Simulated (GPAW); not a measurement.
# Hf2S (P6_3/mmc) in GPAW: settings compared

One crystal, Hf2S, is run at these levels: PBEsol, LDA; tasks: band structure, equation of state.

Program: GPAW 26.7.0. These are calculated values, not measurements. Logs are shortened: lines on timing, memory, paths and dates and some standing lists are left out, and cuts for length are marked. The log counts tension as positive stress, the text compression.

## 1. The structure

It takes space group P6_3/mmc (No. 194, hexagonal). The conventional cell has a = 3.374 Å, b = 3.374 Å, c = 11.717 Å, α = 90.00°, β = 90.00°, γ = 120.00°. Hf (site symmetry 3m) has 3 S at 2.62 Å as nearest neighbours. S (site symmetry -6m2) is surrounded by 6 Hf at 2.62 Å.

The cell comes from a database or a generator and needn't be the stable form of this composition.

## 2. Band structure, PBEsol

Input file run.py:

```python
from ase import Atoms
from ase.dft.bandgap import bandgap
from ase.io import write
from ase.units import GPa
from gpaw import GPAW, PW, setup_paths

setup_paths.insert(0, '.')

atoms = Atoms(['Hf', 'Hf', 'Hf', 'Hf', 'S', 'S'],
              cell=[[3.3742737662, 0.0, 0.0],
                    [-1.6871368831, 2.9222068008, 0.0],
                    [0.0, 0.0, 11.71740703]],
              scaled_positions=[[0.3333333333, 0.6666666667, 0.10018836],
                                [0.6666666667, 0.3333333333, 0.60018836],
                                [0.3333333333, 0.6666666667, 0.39981164],
                                [0.6666666667, 0.3333333333, 0.89981164],
                                [0.0, 0.0, 0.25],
                                [0.0, 0.0, 0.75]],
              pbc=True)

calc = GPAW(mode=PW(600),
            xc='PBEsol',
            kpts={'size': (6, 6, 2), 'gamma': True},
            occupations={'name': 'fermi-dirac', 'width': 0.05},
            nbands=54,
            convergence={'density': 1e-05, 'energy': 1e-05},
            maxiter=150,
            txt='gpaw.txt')
atoms.calc = calc
energy = atoms.get_potential_energy()
forces = atoms.get_forces()
stress = atoms.get_stress()
calc.write('gs.gpw')
write('result.traj', atoms)
print(f'Energy: {energy:.6f} eV')
print('Forces (eV/A):')
print(forces.round(4))
print('Stress (GPa):', (stress / GPa).round(3))
print('Fermi level:', round(calc.get_fermi_level(), 4), 'eV')
print(f'Gap: {bandgap(calc)[0]:.4f} eV, direct: {bandgap(calc, direct=True)[0]:.4f} eV')

path = atoms.cell.bandpath('GMKGALHA,LM,KH', npoints=80, eps=1e-4)
bs_calc = calc.fixed_density(kpts=path, symmetry='off', nbands=79,
                             convergence={'bands': 'CBM+6.0', 'eigenstates': 1e-6}, txt='bands.txt')
bs = bs_calc.band_structure()
bs.write('bs.json')
print(f'Gap on the path: {bandgap(bs_calc)[0]:.4f} eV')
```

Potentials or basis: PAW data sets generated in the run's folder for this functional, pw.

Command:

```
> gpaw-setup -f PBEsol Hf S
> OMP_NUM_THREADS=1 python run.py
```

gpaw.txt:

```text
__  _  _
 | _ |_)|_||  |
 |__||  | ||/\| - 26.7.0

Input parameters:
  mode=PW(ecut=600.0),
  convergence={'density': 1e-05, 'energy': 1e-05},
  kpts=MonkhorstPack(size=(6, 6, 2), gamma=True),
  maxiter=150,
  nbands=54,
  occupations=Occupations(name='fermi-dirac', width=0.05),
  xc=XC(name='PBEsol')

Diagonalizing LCAO Hamiltonian
Converting LCAO to pw mode

            Hf

       S

            Hf

         Hf

       S
         Hf

Atoms  # Å, Bohr magnetons
|   | symbol |         x |        y |         z |    initial magnetic moments |
|---|--------|-----------|----------|-----------|-----------------------------|
| 0 |     Hf | -0.000000 | 1.948138 |  1.173948 | ( 0.0000,  0.0000,  0.0000) |
| 1 |     Hf |  1.687137 | 0.974069 |  7.032651 | ( 0.0000,  0.0000,  0.0000) |
| 2 |     Hf | -0.000000 | 1.948138 |  4.684756 | ( 0.0000,  0.0000,  0.0000) |
| 3 |     Hf |  1.687137 | 0.974069 | 10.543459 | ( 0.0000,  0.0000,  0.0000) |
| 4 |      S |  0.000000 | 0.000000 |  2.929352 | ( 0.0000,  0.0000,  0.0000) |
| 5 |      S |  0.000000 | 0.000000 |  8.788055 | ( 0.0000,  0.0000,  0.0000) |

Unit cell  # Å
| periodic |         x |        y |         z |   lengths |     angles |
|----------|-----------|----------|-----------|-----------|------------|
|      yes |  3.374274 | 0.000000 |  0.000000 |  3.374274 |  90.000000 |
|      yes | -1.687137 | 2.922207 |  0.000000 |  3.374274 |  90.000000 |
|      yes |  0.000000 | 0.000000 | 11.717407 | 11.717407 | 120.000000 |

Number of symmetries: 12
Symmetry operations  # r_c * U_cc + t_c -> r_c
|    | kind |            matrix            |
|----|------|------------------------------|
|  0 |  σ   |  1, 1, 0,  0,-1, 0,  0, 0, 1 |
|  1 |  S6  |  1, 1, 0, -1, 0, 0,  0, 0,-1 |
|  2 |  E   |  1, 0, 0,  0, 1, 0,  0, 0, 1 |
|  3 |  C2  |  1, 0, 0, -1,-1, 0,  0, 0,-1 |
|  4 |  C2  |  0, 1, 0,  1, 0, 0,  0, 0,-1 |
|  5 |  C3  |  0, 1, 0, -1,-1, 0,  0, 0, 1 |
|  6 |  S6  |  0,-1, 0,  1, 1, 0,  0, 0,-1 |
|  7 |  σ   |  0,-1, 0, -1, 0, 0,  0, 0, 1 |
|  8 |  σ   | -1, 0, 0,  1, 1, 0,  0, 0, 1 |
|  9 |  i   | -1, 0, 0,  0,-1, 0,  0, 0,-1 |
| 10 |  C3  | -1,-1, 0,  1, 0, 0,  0, 0, 1 |
| 11 |  C2  | -1,-1, 0,  0, 1, 0,  0, 0,-1 |

BZ-sampling:
  Number of BZ points: 72
  Number of IBZ points: 14

  Monkhorst-Pack size: [6, 6, 2]
  Monkhorst-Pack shift: [0.08333333333333333, 0.08333333333333333, 0.25]

K-points  # in reciprocal-cell coordinates
|     |                                coordinates |     weight |
|-----|--------------------------------------------|------------|
|   0 | (  0.00000000,   0.00000000,   0.00000000) | 0.01388889 |
|   1 | (  0.00000000,   0.00000000,   0.50000000) | 0.01388889 |
|   2 | (  0.16666667,   0.00000000,   0.00000000) | 0.08333333 |
|   3 | (  0.16666667,   0.00000000,   0.50000000) | 0.08333333 |
|   4 | (  0.33333333,  -0.16666667,   0.00000000) | 0.08333333 |
|   5 | (  0.33333333,  -0.16666667,   0.50000000) | 0.08333333 |
|   6 | (  0.33333333,   0.00000000,   0.00000000) | 0.08333333 |
|   7 | (  0.33333333,   0.00000000,   0.50000000) | 0.08333333 |
|   8 | (  0.33333333,   0.33333333,   0.00000000) | 0.02777778 |
|   9 | (  0.33333333,   0.33333333,   0.50000000) | 0.02777778 |
| ... |                                            |            |
|  13 | (  0.50000000,   0.50000000,   0.50000000) | 0.04166667 |

Plane wave coefficients: 3876
Cutoff: 600.0 eV

Spin-components: 1 (collinear spins)
Bands:           54
Projectors:      34
Spin-degeneracy: 2
Datatype:        complex128

Parallelization:
  kpt:    1
  domain: 1
  band:   1

Density:
  Valence electrons: 60.0
  Components: 1
  Grid points: [20 20 70]
  Charge: 0.0  # |e|

Potential:
  Grid points: [20 20 70]

species:
  Hf:
    name:    Hafnium
    Z:       72.0
    valence: 12
    core:    60
    charge:  0.0  # [|e|]
    compensation charges:
      type: gauss
      rc: 0.41  # [Å]
      lmax: 2
    cutoffs:
      filter: 2.36  # [Å]
      core: 4.02  # [Å]
    projectors
    | kind |    occ | energy [eV] | rcut [Å] |
    |------|--------|-------------|----------|
    |   5s |  2.000 |     -66.855 |    1.397 |
    |   6s |  2.000 |      -5.120 |    1.397 |
    |   5p |  6.000 |     -35.615 |    1.307 |
    |   6p |  0.000 |      -1.375 |    1.307 |
    |   5d |  2.000 |      -2.724 |    1.334 |
    |    d |        |      24.487 |    1.334 |

    Using partial waves for Hf as LCAO basis

  S:
    name:    Sulfur
    Z:       16.0
    valence: 6
    core:    10
    charge:  0.0  # [|e|]
    compensation charges:
      type: gauss
      rc: 0.24  # [Å]
      lmax: 2
    cutoffs:
      filter: 1.77  # [Å]
      core: 1.66  # [Å]
    projectors
    | kind |    occ | energy [eV] | rcut [Å] |
    |------|--------|-------------|----------|
    |   3s |  2.000 |     -17.192 |    0.974 |
    |   3p |  4.000 |      -6.978 |    0.979 |
    |    s |        |      10.020 |    0.974 |
    |    p |        |      20.234 |    0.979 |
    |    d |        |       0.000 |    0.900 |

    Using partial waves for S as LCAO basis

Reference energy: -1660729.899929  # eV

eigensolver:
  PPCG
  Converge bands: occupied
  niter=2

density mixing:
  MSR1-Mixer
  Pratt-step length: 0.05
  Maximum mixing coefficient: 0.75
  Old densities: 10
  SVD Regularization: 0.005
  Good broyden scale: 1.0
  Trust region scale: 1.0
  Backstep threshold: 4.0
  History deletion threshold: 6.0
  Fourier metric: weight=20.0, sigma=0.015

occupation numbers:
  Fermi-Dirac:
    width: 0.0500  # eV

poisson solver:
  ecut: 4800.0  # eV

xc functional:
  name: PBEsol with 2 nearest neighbor stencil

convergence criteria:
- Maximum integral of absolute [dens]ity change: 1e-05 electrons / valence electron
- Maximum [total energy] change in last 3 cyles: 1e-05 eV / valence electron
- Maximum integral of absolute [eigenst]ate change: 4e-08 eV^2 / valence electron
maximum number of iterations: 150

SCF iterations
|iter     | |      energy | eigst |  dens |
|---------|-|-------------|-------|-------|
|iter:   1| |  -48.433318 | +0.08 |       |
|iter:   2| |  -48.371940 | -1.51 | -1.21 |
|iter:   3| |  -47.943067 | -1.56 | -1.26 |
|iter:   4| |  -47.728216 | -1.96 | -1.56 |
|iter:   5| |  -47.703118 | -2.66 | -1.90 |
|iter:   6| |  -47.702356 | -3.75 | -2.38 |
|iter:   7| |  -47.702428 | -5.13 | -3.18 |
|iter:   8| |  -47.702436c| -6.35 | -3.72 |
|iter:   9| |  -47.702436c| -7.55c| -4.44 |
|iter:  10| |  -47.702437c| -8.21c| -5.24c|

Converged in 10 steps
Energy contributions relative to reference atoms: (reference = -1660729.899929)

Energy contributions:
  Kinetic:          34.888082
  Coulomb:         -34.819463
  Zero:             -1.783032
  External:          0.000000
  Xc:              -45.977661
  Entropy:          -0.020727
  Spinorbit:         0.000000
  ----------------------------
  Free energy:     -47.712800
  Extrapolated:    -47.702437

dipole moment: (-10.787280, -18.684117, -0.000193)  # |e|*Ang

Fermi level: 10.332
Eigenvalues  # (at kpt = [0.000, 0.000, 0.000])
| band index |      eig [eV] | occ [0-2] |
|------------|---------------|-----------|
|          0 |       -51.671 |     2.000 |
|        ... |               |           |
|         20 |         5.836 |     2.000 |
|         21 |         6.950 |     2.000 |
|         22 |         6.950 |     2.000 |
|         23 |         7.135 |     2.000 |
|         24 |         7.135 |     2.000 |
|         25 |         7.353 |     2.000 |
[... 8 lines left out ...]
|         34 |        11.173 |     0.000 |
|         35 |        12.255 |     0.000 |
|        ... |               |           |
|         53 |        20.807 |     0.000 |

No gap
No difference between direct/indirect transitions

Forces  # eV/Ang
|        x |        y |        z |
|----------|----------|----------|
|  0.00000 | -0.00000 |  0.22816 |  # Hf   0
|  0.00000 |  0.00000 |  0.22649 |  # Hf   1
| -0.00000 |  0.00000 | -0.22649 |  # Hf   2
|  0.00000 |  0.00000 | -0.22816 |  # Hf   3
|  0.00000 |  0.00000 |  0.00118 |  # S    4
| -0.00000 |  0.00000 | -0.00118 |  # S    5

Stress tensor  # eV/Ang^3
|        x |        y |        z |
|----------|----------|----------|
| 0.016214 | 0.000000 | 0.000000 |
| 0.000000 | 0.016214 | 0.000000 |
| 0.000000 | 0.000000 | 0.015703 |

# Writing to gs.gpw (mode='')
```

Wall time 3.1 min (1 thread of Intel Xeon Platinum 8375C at 2.90GHz (Ice Lake), shared host); peak memory 0.78 GiB.

What came out:

```
Free energy             : -47.7128 eV
Pressure                : -2.6 GPa
Largest force           : 0.228 eV/Å
Band gap along the path : none (metal or under the smearing width)
```

Forces on the atoms (eV/Å):
```
Hf   0.000  0.000  0.228
Hf   0.000  0.000  0.226
Hf   0.000  0.000 -0.226
Hf   0.000  0.000 -0.228
S    0.000  0.000  0.001
S    0.000  0.000 -0.001
```

Levels at the corners of the path, in eV from the Fermi level:
```tsv
point	band 27	band 28	band 29	band 30	band 31	band 32	band 33	band 34
Γ	-1.50	-0.08	0.01	0.49	0.49	0.58	0.58	0.84
M	-1.74	-1.27	-1.17	-0.71	-0.43	0.87	1.09	2.53
K	-1.09	-1.09	-0.85	-0.85	0.16	0.16	1.93	2.57
Γ	-1.50	-0.08	0.01	0.49	0.49	0.58	0.58	0.84
A	-1.11	-1.11	0.43	0.43	0.43	0.43	1.45	1.45
L	-1.70	-1.70	-0.97	-0.97	0.39	0.40	1.43	1.43
H	-1.20	-1.20	-0.73	-0.73	0.22	0.22	2.23	2.23
A	-1.11	-1.11	0.43	0.43	0.43	0.43	1.45	1.45
L	-1.70	-1.70	-0.97	-0.97	0.39	0.40	1.43	1.43
M	-1.74	-1.27	-1.17	-0.71	-0.43	0.87	1.09	2.53
K	-1.09	-1.09	-0.85	-0.85	0.16	0.16	1.93	2.57
H	-1.20	-1.20	-0.73	-0.73	0.22	0.22	2.23	2.23
```

Caveat: spin-orbit coupling is left out, which moves the levels of the heavy elements.

## 3. Band structure, LDA

Edit run.py of step 2 so:

```diff
@@ -4,5 +4,3 @@
 from ase.units import GPa
-from gpaw import GPAW, PW, setup_paths
-
-setup_paths.insert(0, '.')
+from gpaw import GPAW, PW
 
@@ -21,3 +19,3 @@
 calc = GPAW(mode=PW(600),
-            xc='PBEsol',
+            xc='LDA',
             kpts={'size': (6, 6, 2), 'gamma': True},
```

Potentials or basis: the program's PAW data sets (release 1.2.1) made for this functional, pw.

Command:

```
> OMP_NUM_THREADS=1 python run.py
```

Run time: 3 min. Hardware: 1 thread of Intel Xeon Platinum 8375C at 2.90GHz (Ice Lake), shared host; peak memory 0.77 GiB.

Results (log left out):

| Item | Value |
| --- | --- |
| Free energy | -49.4258 eV |
| Pressure | -6.2 GPa |
| Largest force | 0.221 eV/Å |
| Band gap along the path | none (metal or under the smearing width) |

Forces on the atoms (eV/Å):
```
Hf   0.000  0.000  0.221
Hf   0.000  0.000  0.218
Hf   0.000  0.000 -0.218
Hf   0.000  0.000 -0.221
S    0.000  0.000  0.002
S    0.000  0.000 -0.002
```

Stress tensor (GPa, compression positive):
```
-5.95  0.00  0.00
 0.00 -5.95  0.00
 0.00  0.00 -6.81
```

Levels at the corners of the path, in eV from the Fermi level:
```
point  band 26  band 27  band 28  band 29  band 30  band 31  band 32  band 33  band 34  band 35
    Γ    -2.95    -1.42    -0.07     0.02     0.47     0.47     0.56     0.56     0.82     0.82
    M    -2.34    -1.69    -1.24    -1.11    -0.66    -0.41     0.84     1.09     2.52     3.26
    K    -1.50    -1.06    -1.06    -0.82    -0.82     0.17     0.17     1.93     2.54     3.15
    Γ    -2.95    -1.42    -0.07     0.02     0.47     0.47     0.56     0.56     0.82     0.82
    A    -3.26    -1.07    -1.07     0.40     0.40     0.40     0.40     1.44     1.44     1.60
    L    -2.27    -1.67    -1.67    -0.90    -0.90     0.40     0.40     1.40     1.40     3.89
    H    -1.61    -1.17    -1.17    -0.69    -0.69     0.22     0.22     2.22     2.22     2.79
    A    -3.26    -1.07    -1.07     0.40     0.40     0.40     0.40     1.44     1.44     1.60
    L    -2.27    -1.67    -1.67    -0.90    -0.90     0.40     0.40     1.40     1.40     3.89
    M    -2.34    -1.69    -1.24    -1.11    -0.66    -0.41     0.84     1.09     2.52     3.26
    K    -1.50    -1.06    -1.06    -0.82    -0.82     0.17     0.17     1.93     2.54     3.15
    H    -1.61    -1.17    -1.17    -0.69    -0.69     0.22     0.22     2.22     2.22     2.79
```

Caveat: spin-orbit coupling is left out, which moves the levels of the heavy elements.

## 4. Equation of state, LDA

Input file run.py:

```python
from ase import Atoms
from ase.eos import EquationOfState
from ase.io import Trajectory
from ase.units import GPa
from gpaw import GPAW, PW

atoms = Atoms(['Hf', 'Hf', 'Hf', 'Hf', 'S', 'S'],
              cell=[[3.3742737662, 0.0, 0.0],
                    [-1.6871368831, 2.9222068008, 0.0],
                    [0.0, 0.0, 11.71740703]],
              scaled_positions=[[0.3333333333, 0.6666666667, 0.10018836],
                                [0.6666666667, 0.3333333333, 0.60018836],
                                [0.3333333333, 0.6666666667, 0.39981164],
                                [0.6666666667, 0.3333333333, 0.89981164],
                                [0.0, 0.0, 0.25],
                                [0.0, 0.0, 0.75]],
              pbc=True)

traj = Trajectory('eos.traj', 'w')
volumes, energies = [], []
for x in [0.94, 0.96, 0.98, 1.0, 1.02, 1.04, 1.06]:
    a = atoms.copy()
    a.set_cell(atoms.cell * x**(1 / 3), scale_atoms=True)
    calc = GPAW(mode=PW(600),
                xc='LDA',
                kpts={'size': (6, 6, 2), 'gamma': True},
                occupations={'name': 'fermi-dirac', 'width': 0.05},
                nbands=54,
                convergence={'density': 1e-05, 'energy': 1e-05},
                maxiter=150,
                txt=f'eos-{x:.2f}.txt')
    a.calc = calc
    energies.append(a.get_potential_energy(force_consistent=True))
    volumes.append(a.get_volume())
    p = -a.get_stress()[:3].mean() / GPa
    calc.write(f'eos-{x:.2f}.gpw')
    traj.write(a)
    print(f'{x:.2f} {volumes[-1]:10.4f} A^3 {energies[-1]:14.6f} eV {p:9.3f} GPa', flush=True)

v0, e0, B = EquationOfState(volumes, energies, eos='birchmurnaghan').fit()
print(f'V0 = {v0:.4f} A^3, E0 = {e0:.6f} eV, B0 = {B / GPa:.2f} GPa')
```

Command:

```
> OMP_NUM_THREADS=1 python run.py
```

Run time: 3.9 min. Hardware: 1 thread of Intel Xeon Platinum 8375C at 2.90GHz (Ice Lake), shared host; peak memory 0.48 GiB.

Results (log left out):

```yaml
Equilibrium_volume: 18.42 Å³/atom
Bulk_modulus_at_fixed_shape_and_positions: 154 GPa
Pressure_derivative_of_the_bulk_modulus: 4.2
```

Energy against volume, from the lowest point:
```
volume (Å³/atom)  energy (meV/atom)
          18.101               2.70
          18.486               0.00
          18.871               4.89
          19.256              16.62
          19.641              34.49
          20.026              57.87
          20.412              86.19
```

Caveat: the cell was scaled at fixed shape and fractional positions, which overstates the stiffness of a crystal with free parameters, most of all of layers and chains.

## 5. Overview

```csv
task,level,potentials or basis,band path,band points,pressure (GPa),largest force (eV/Å)
band structure,PBEsol,"PAW data sets generated in the run's folder for this functional, pw","GMKGALHA,LM,KH",80,-2.6,0.23
band structure,LDA,"the program's PAW data sets (release 1.2.1) made for this functional, pw","GMKGALHA,LM,KH",80,-6.2,0.22
equation of state,LDA,"the program's PAW data sets (release 1.2.1) made for this functional, pw",-,-,-,-
```

Alike in all rows: no spin polarisation; cell as given; k mesh 6 × 6 × 2; cutoff (eV) 600; smearing fermi-dirac 0.05 eV.

Caveats: spin-orbit coupling is left out, which moves the levels of the heavy elements (some runs); the cell was scaled at fixed shape and fractional positions, which overstates the stiffness of a crystal with free parameters, most of all of layers and chains (some runs).

Total energies depend on the potentials used, so only differences within one code and one set of settings carry meaning.
